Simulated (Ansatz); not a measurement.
**What a change of settings does: Nb (diamond type)**

First run: DFT, PBE, PAW with Ansatz's default frozen-core files, scalar-relativistic (Ansatz 0.2.0).

Command: `ansatz run input.yaml --threads 1 --pin off --max-ram 2048MiB --backend cpu --events-out ev --progress --plain --runs-dir out` It took 2.3 s on 1 thread of Arm Neoverse V2, on a shared host, peak memory 0.31 GiB.

```yaml
crystal:
  lattice:
    - [0.0, 2.4926632566, 2.4926632566]
    - [2.4926632566, 0.0, 2.4926632566]
    - [2.4926632566, 2.4926632566, 0.0]
  atoms:
    - { symbol: Nb, position: [-0.125, -0.125, -0.125] }
    - { symbol: Nb, position: [0.125, 0.125, 0.125] }
kpoints:
  mp_grid: { grid: [13, 13, 13] }
scf:
  occupations: { method: fermi_dirac, width: 0.08 }
hamiltonian:
  xc: pbe
  pseudopotentials: { kind: paw }
output:
  forces: true
  stress: true
  eigenvalues: true
  populations: true
```

The cell comes from a relaxation on PAW files under the same functional, begun from a prototype that needn't be the stable phase.

This run: volume at 0.6 of the series' base cell.

It converges in 6 SCF iterations at a pressure of 99.0 GPa, cutoff 420 eV.

The input is then changed:

```diff
   atoms:
-    - { symbol: Nb, position: [-0.125, -0.125, -0.125] }
-    - { symbol: Nb, position: [0.125, 0.125, 0.125] }
+    - { symbol: Nb, position: [-0.125, -0.125, -0.125], spin: 4.0 }
+    - { symbol: Nb, position: [0.125, 0.125, 0.125], spin: 0.5 }
 kpoints:
   xc: pbe
-  pseudopotentials: { kind: paw }
+  pseudopotentials: { kind: paw, source: ansatz }
 output:
   populations: true
+  write_density: true
+  write_potential: true
+  elf: true
+  volumetric_format: npy
+magnetization:
+  spin_polarized: true
```

Q: What does the second run give?

A: It converges in 10 SCF iterations at a pressure of 99.1 GPa, cell moment 0.00 μB, cutoff 708 eV. More than one line changes, and not each need have an effect.
